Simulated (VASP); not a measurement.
# InP (F-43m) in VASP: a series of runs

The runs below take InP through relaxation of the atoms, with LDA.

All numbers are computed with VASP 6.6.1; they aren't measurements. Logs are shortened: lines on timing, memory, paths and dates and some standing lists are left out, and cuts for length are marked.

**1. The undisturbed crystal**

Symmetry: F-43m, No. 216, cubic system. The conventional cell has a = 5.861 Å, b = 5.861 Å, c = 5.861 Å, α = 90.00°, β = 90.00°, γ = 90.00°. In (site symmetry -43m) has 4 P at 2.54 Å as nearest neighbours. P (site symmetry -43m) has 4 In at 2.54 Å as nearest neighbours.

**2. Relaxation of the atoms, LDA (a relaxed cell with its volume scaled by 0.96)**

File INCAR:

```
SYSTEM = InP
  ALGO = Fast
  EDIFF = 1E-7
  EDIFFG = -0.01
  ENCUT = 600
  GGA = CA
  IBRION = 2
  ISIF = 2
  ISMEAR = 0
  LASPH = .True.
  LCHARG = .False.
  LREAL = .False.
  LWAVE = .False.
  NELM = 80
  NSW = 40
  PREC = Accurate
  SIGMA = 0.03
```

File KPOINTS:

```
k-points
0
Gamma
  8 8 8
  0 0 0
```

File POSCAR:

```
InP                                     
1.0
    0.0000000000      2.8748674516      2.8748674516
    2.8748674516      0.0000000000      2.8748674516
    2.8748674516      2.8748674516      0.0000000000
  In              P             
     1     1
Direct
     0.0000000000000000    0.0000000000000000    0.0000000000000000
     0.2500000000000000    0.2500000000000000    0.2500000000000000
```

Potentials or basis: VASP PAW LDA potentials, release 64 (In_d, P).

Command:

```console
cat potpaw_LDA.64/In_d/POTCAR potpaw_LDA.64/P/POTCAR > POTCAR
mpirun -np 1 vasp_std > vasp.out
```

OUTCAR:

```text
SYSTEM = InP
   EDIFF = 1E-7
   EDIFFG = -0.01
   ENCUT = 600
   GGA = CA
   IBRION = 2
   ISIF = 2
   ISMEAR = 0
   LASPH = .True.
   LREAL = .False.
   NELM = 80
   NSW = 40
   PREC = Accurate

 ion  position               nearest neighbor table
   1  0.000  0.000  0.000-   2 2.49   2 2.49   2 2.49   2 2.49
   2  0.250  0.250  0.250-   1 2.49   1 2.49   1 2.49   1 2.49

  LATTYP: Found a face centered cubic cell.
 ALAT       =     5.7497349032

  Lattice vectors:

 A1 = (   0.0000000000,   2.8748674516,   2.8748674516)
 A2 = (   2.8748674516,   0.0000000000,   2.8748674516)
 A3 = (   2.8748674516,   2.8748674516,   0.0000000000)

Analysis of symmetry for initial positions (statically):
=====================================================================
 Subroutine PRICEL returns:
 Original cell was already a primitive cell.

 Routine SETGRP: Setting up the symmetry group for a
 face centered cubic supercell.

 Subroutine GETGRP returns: Found 24 space group operations
 (whereof 24 operations were pure point group operations)
 out of a pool of 48 trial point group operations.

The static configuration has the point symmetry T_d .

Analysis of symmetry for dynamics (positions and initial velocities):
=====================================================================
 Subroutine PRICEL returns:
 Original cell was already a primitive cell.

 Routine SETGRP: Setting up the symmetry group for a
 face centered cubic supercell.

 Subroutine GETGRP returns: Found 24 space group operations
 (whereof 24 operations were pure point group operations)
 out of a pool of 48 trial point group operations.

The dynamic configuration has the point symmetry T_d .

 Subroutine INISYM returns: Found 24 space group operations
 (whereof 24 operations are pure point group operations),
 and found     1 'primitive' translations

----------------------------------------------------------------------------------------

                                     Primitive cell

  volume of cell :      47.5208

  direct lattice vectors                    reciprocal lattice vectors
     0.000000000  2.874867452  2.874867452    -0.173921062  0.173921062  0.173921062
     2.874867452  0.000000000  2.874867452     0.173921062 -0.173921062  0.173921062
     2.874867452  2.874867452  0.000000000     0.173921062  0.173921062 -0.173921062

  length of vectors
     4.065676540  4.065676540  4.065676540     0.301240116  0.301240116  0.301240116

  position of ions in fractional coordinates (direct lattice)
[... 92 lines left out ...]
   EMIN   =  10.00;   EMAX   =-10.00  energy-range for DOS
   EFERMI =   0.00;   METHOD = LEGACY
   ISMEAR =     0;   SIGMA  =   0.03  broadening in eV -4-tet -1-fermi 0-gaus
   EFERMI_NEDOS =   21; number of points for ismear=-14 and -15
   IALGO  =     68    algorithm
   IMIX   =      4    mixing-type and parameters
     AMIX     =   0.40;   BMIX     =  1.00
     AMIX_MAG =   1.60;   BMIX_MAG =  1.00
  volume/ion in A,a.u.               =      23.76       160.34
  Fermi-wavevector in a.u.,A,eV,Ry     =   1.184508  2.238395 19.089766  1.403058
  Thomas-Fermi vector in A             =   2.320720
   LORBIT       =      0    0 simple, 1 ext, 2 COOP (PROOUT), +10 PAW based schemes
   GGA     = CA    functional components
   LHFCALC =     F    Hartree Fock is set to
   AEXX    =    0.0000 exact exchange contribution
   IVDW    =     0    specifies the selected vdW correction
   LEPSILON=     F    determine dielectric tensor
   LRPA    =     F    only Hartree local field effects (RPA)
 conjugate gradient relaxation of ions
 non-spin polarized calculation
 RMM-DIIS sequential band-by-band and
 Gauss-broadening in eV      SIGMA  =   0.03
  energy-cutoff  :      600.00
  volume of cell :       47.52
 maximum number of plane-waves:      1604
   NGX = 17   NGY = 17   NGZ = 17

 number of electron      17.9999993 magnetization

 Free energy of the ion-electron system (eV)
  ---------------------------------------------------
  ext. energy  EPLUGINS =         0.00000000
  ---------------------------------------------------
  free energy    TOTEN  =        -9.65330877 eV

  energy without entropy =       -9.65330877  energy(sigma->0) =       -9.65330877

 E-fermi :   5.8266     XC(G=0):  -9.8602

 val. band max:        5.6782003096   @ k =   0.0000   0.0000   0.0000
 cond. band min:       6.4920555626   @ k =   0.0000   0.0000   0.0000
 fundamental gap:      0.8138552530
 Fermi energy:         5.8266412732

 k-point     1 :       0.0000    0.0000    0.0000
  band No.  band energies     occupation
      1      -8.6515      2.00000
      2      -8.6515      2.00000
      3      -8.6515      2.00000
      4      -8.4660      2.00000
      5      -8.4660      2.00000
      6      -6.2827      2.00000
      7       5.6782      2.00000
      8       5.6782      2.00000
      9       5.6782      2.00000
     10       6.4921      0.00000
     11       9.6230      0.00000
     12       9.6230      0.00000
     13       9.6230      0.00000
[... 354 lines left out ...]
  band No.  band energies     occupation
      1      -8.8140      2.00000
      2      -8.5928      2.00000
      3      -8.5674      2.00000
      4      -8.4741      2.00000
      5      -8.4503      2.00000
      6      -3.9700      2.00000
      7      -0.2490      2.00000
      8       2.7162      2.00000
      9       3.8565      2.00000
     10       8.8797      0.00000
     11       9.6716      0.00000
     12      11.5637      0.00000
     13      12.9330      0.00000

 [... further k-points ...]

------------------------ aborting loop because EDIFF is reached ----------------------------------------

  FORCE on cell =-STRESS in cart. coord.  units (eV):
  Direction    XX          YY          ZZ          XY          YZ          ZX
  --------------------------------------------------------------------------------------
  -------------------------------------------------------------------------------------
  Total        0.8193142      0.8193142      0.8193142      0.0000000      0.0000000      0.0000000
  in kB       27.6234287     27.6234287     27.6234287      0.0000000      0.0000000      0.0000000
  external PRESSURE =      27.6234287 kB  Pullay stress =       0.0000000 kB

 VOLUME and BASIS-vectors are now :
 -----------------------------------------------------------------------------
  energy-cutoff  :      600.00
  volume of cell :       47.52
      direct lattice vectors                 reciprocal lattice vectors
     0.000000000  2.874867452  2.874867452    -0.173921062  0.173921062  0.173921062
     2.874867452  0.000000000  2.874867452     0.173921062 -0.173921062  0.173921062
     2.874867452  2.874867452  0.000000000     0.173921062  0.173921062 -0.173921062

 POSITION                                       TOTAL-FORCE (eV/Angst)
 -----------------------------------------------------------------------------------
      0.00000      0.00000      0.00000        -0.000000     -0.000000     -0.000000
      1.43743      1.43743      1.43743         0.000000      0.000000      0.000000
 -----------------------------------------------------------------------------------
    total drift:                                0.000000      0.000000      0.000000

  FREE ENERGIE OF THE ION-ELECTRON SYSTEM (eV)
  ---------------------------------------------------
  free  energy   TOTEN  =        -9.6533087671 eV

  energy  without entropy=       -9.6533087671  energy(sigma->0) =       -9.65330877

 reached required accuracy - stopping structural energy minimisation
```

OSZICAR:

```text
N       E                     dE             d eps       ncg     rms          rms(c)
DAV:   1     0.118175149903E+03    0.11818E+03   -0.94786E+03   764   0.175E+03
DAV:   2    -0.130075650238E+01   -0.11948E+03   -0.11625E+03   779   0.355E+02
DAV:   3    -0.986344958929E+01   -0.85627E+01   -0.84075E+01   984   0.956E+01
DAV:   4    -0.101089754301E+02   -0.24553E+00   -0.24532E+00   869   0.171E+01
DAV:   5    -0.101210058880E+02   -0.12030E-01   -0.12030E-01  1178   0.345E+00    0.640E+00
RMM:   6    -0.970334006090E+01    0.41767E+00   -0.56408E-01   767   0.755E+00    0.359E+00
RMM:   7    -0.965942693480E+01    0.43913E-01   -0.35055E-01   771   0.352E+00    0.135E+00
RMM:   8    -0.965180714930E+01    0.76198E-02   -0.34631E-02   823   0.305E+00    0.290E-01
RMM:   9    -0.965294324567E+01   -0.11361E-02   -0.18500E-02   898   0.123E+00    0.265E-01
RMM:  10    -0.965318877984E+01   -0.24553E-03   -0.30463E-03   903   0.581E-01    0.339E-01
RMM:  11    -0.965322853729E+01   -0.39757E-04   -0.41465E-04   963   0.213E-01    0.413E-01
RMM:  12    -0.965336769907E+01   -0.13916E-03   -0.20669E-04   754   0.230E-01    0.532E-01
RMM:  13    -0.965336888338E+01   -0.11843E-05   -0.40042E-05   960   0.681E-02    0.593E-01
RMM:  14    -0.965331185820E+01    0.57025E-04   -0.16837E-05   762   0.574E-02    0.583E-01
RMM:  15    -0.965330738332E+01    0.44749E-05   -0.46002E-06   929   0.261E-02    0.600E-01
RMM:  16    -0.965330653548E+01    0.84784E-06   -0.13063E-06   804   0.110E-02    0.602E-01
RMM:  17    -0.965330883764E+01   -0.23022E-05   -0.25341E-07   537   0.510E-03    0.605E-01
RMM:  18    -0.965330876711E+01    0.70529E-07   -0.89062E-08   493   0.458E-03
   1 F= -.96533088E+01 E0= -.96533088E+01  d E =-.965331E+01
```

CONTCAR:

```text
InP
   1.00000000000000
     0.0000000000000000    2.8748674516000001    2.8748674516000001
     2.8748674516000001    0.0000000000000000    2.8748674516000001
     2.8748674516000001    2.8748674516000001    0.0000000000000000
  In              P
     1     1
Direct
     0.0000000000000000    0.0000000000000000    0.0000000000000000
     0.2500000000000000    0.2500000000000000    0.2500000000000000

  0.00000000E+00  0.00000000E+00  0.00000000E+00
  0.00000000E+00  0.00000000E+00  0.00000000E+00
```

Wall time 15 s (1 thread of Intel Xeon 6975P-C (Granite Rapids), shared host); peak memory 0.16 GiB.

What came out:

* Free energy: -9.6533 eV
* Pressure after relaxing: 2.8 GPa
* Band gap on the k mesh: 0.81 eV, direct

Final structure:
```xyz
2
Lattice="0.0000 2.8749 2.8749 2.8749 0.0000 2.8749 2.8749 2.8749 0.0000" Properties=species:S:1:pos:R:3 pbc="T T T"
In    0.0000    0.0000    0.0000
P     1.4374    1.4374    1.4374
```

Caveat: the relaxation stopped at its first step, so nothing moved; spin-orbit coupling is left out, which moves the levels of the heavy elements.

**3. Relaxation of the atoms, LDA (a relaxed cell with its volume scaled by 0.98)**

INCAR is that of step 2.

KPOINTS is that of step 2.

File POSCAR:

```
InP                                     
1.0
    0.0000000000      2.8946947503      2.8946947503
    2.8946947503      0.0000000000      2.8946947503
    2.8946947503      2.8946947503      0.0000000000
  In              P             
     1     1
Direct
     0.0000000000000000    0.0000000000000000    0.0000000000000000
     0.2500000000000000    0.2500000000000000    0.2500000000000000
```

Potentials or basis: VASP PAW LDA potentials, release 64 (In_d, P).

Command:

```console
cat potpaw_LDA.64/In_d/POTCAR potpaw_LDA.64/P/POTCAR > POTCAR
mpirun -np 1 vasp_std > vasp.out
```

OUTCAR:

```text
SYSTEM = InP
   EDIFF = 1E-7
   EDIFFG = -0.01
   ENCUT = 600
   GGA = CA
   IBRION = 2
   ISIF = 2
   ISMEAR = 0
   LASPH = .True.
   LREAL = .False.
   NELM = 80
   NSW = 40
   PREC = Accurate

 ion  position               nearest neighbor table
   1  0.000  0.000  0.000-   2 2.51   2 2.51   2 2.51   2 2.51
   2  0.250  0.250  0.250-   1 2.51   1 2.51   1 2.51   1 2.51

  LATTYP: Found a face centered cubic cell.
 ALAT       =     5.7893895006
[... 579 lines left out ...]

  FORCE on cell =-STRESS in cart. coord.  units (eV):
  Direction    XX          YY          ZZ          XY          YZ          ZX
  --------------------------------------------------------------------------------------
  -------------------------------------------------------------------------------------
  Total        0.4551172      0.4551172      0.4551172      0.0000000     -0.0000000      0.0000000
  in kB       15.0312642     15.0312642     15.0312642      0.0000000     -0.0000000      0.0000000
  external PRESSURE =      15.0312642 kB  Pullay stress =       0.0000000 kB

 VOLUME and BASIS-vectors are now :
 -----------------------------------------------------------------------------
  energy-cutoff  :      600.00
  volume of cell :       48.51
      direct lattice vectors                 reciprocal lattice vectors
     0.000000000  2.894694750  2.894694750    -0.172729784  0.172729784  0.172729784
     2.894694750  0.000000000  2.894694750     0.172729784 -0.172729784  0.172729784
     2.894694750  2.894694750  0.000000000     0.172729784  0.172729784 -0.172729784

 POSITION                                       TOTAL-FORCE (eV/Angst)
 -----------------------------------------------------------------------------------
      0.00000      0.00000      0.00000         0.000000      0.000000      0.000000
      1.44735      1.44735      1.44735        -0.000000     -0.000000     -0.000000
 -----------------------------------------------------------------------------------
    total drift:                               -0.000000     -0.000000     -0.000000

  FREE ENERGIE OF THE ION-ELECTRON SYSTEM (eV)
  ---------------------------------------------------
  free  energy   TOTEN  =        -9.6676572359 eV

  energy  without entropy=       -9.6676572359  energy(sigma->0) =       -9.66765724

 reached required accuracy - stopping structural energy minimisation
```

OSZICAR:

```text
N       E                     dE             d eps       ncg     rms          rms(c)
DAV:   1     0.120131479715E+03    0.12013E+03   -0.95451E+03   759   0.176E+03
DAV:   2    -0.112202107290E+01   -0.12125E+03   -0.11738E+03   774   0.356E+02
DAV:   3    -0.986358358470E+01   -0.87416E+01   -0.86766E+01   974   0.973E+01
[... 16 lines left out ...]
RMM:  20    -0.966765882820E+01   -0.84942E-06   -0.76246E-06   760   0.366E-02    0.239E-02
RMM:  21    -0.966765847904E+01    0.34915E-06   -0.93004E-07   768   0.104E-02    0.232E-02
RMM:  22    -0.966765755684E+01    0.92220E-06   -0.56431E-07   626   0.756E-03    0.105E-02
RMM:  23    -0.966765731971E+01    0.23713E-06   -0.34869E-07   601   0.493E-03    0.741E-03
RMM:  24    -0.966765723595E+01    0.83761E-07   -0.29481E-07   594   0.373E-03
   1 F= -.96676572E+01 E0= -.96676572E+01  d E =-.966766E+01
```

CONTCAR:

```text
InP
   1.00000000000000
     0.0000000000000000    2.8946947502999998    2.8946947502999998
     2.8946947502999998    0.0000000000000000    2.8946947502999998
     2.8946947502999998    2.8946947502999998    0.0000000000000000
  In              P
     1     1
Direct
     0.0000000000000000    0.0000000000000000    0.0000000000000000
     0.2500000000000000    0.2500000000000000    0.2500000000000000

  0.00000000E+00  0.00000000E+00  0.00000000E+00
  0.00000000E+00  0.00000000E+00  0.00000000E+00
```

Run time: 25 s. Hardware: 1 thread of Intel Xeon 6975P-C (Granite Rapids), shared host; peak memory 0.18 GiB.

Results:

```
Free energy             : -9.6677 eV
Pressure after relaxing : 1.5 GPa
Band gap on the k mesh  : 0.71 eV, direct
```

Final structure:
```
In P
1.0
     0.00000    2.89469    2.89469
     2.89469    0.00000    2.89469
     2.89469    2.89469    0.00000
In P
1 1
Direct
  0.00000 0.00000 0.00000
  0.25000 0.25000 0.25000
```

Caveat: the relaxation stopped at its first step, so nothing moved; spin-orbit coupling is left out, which moves the levels of the heavy elements.
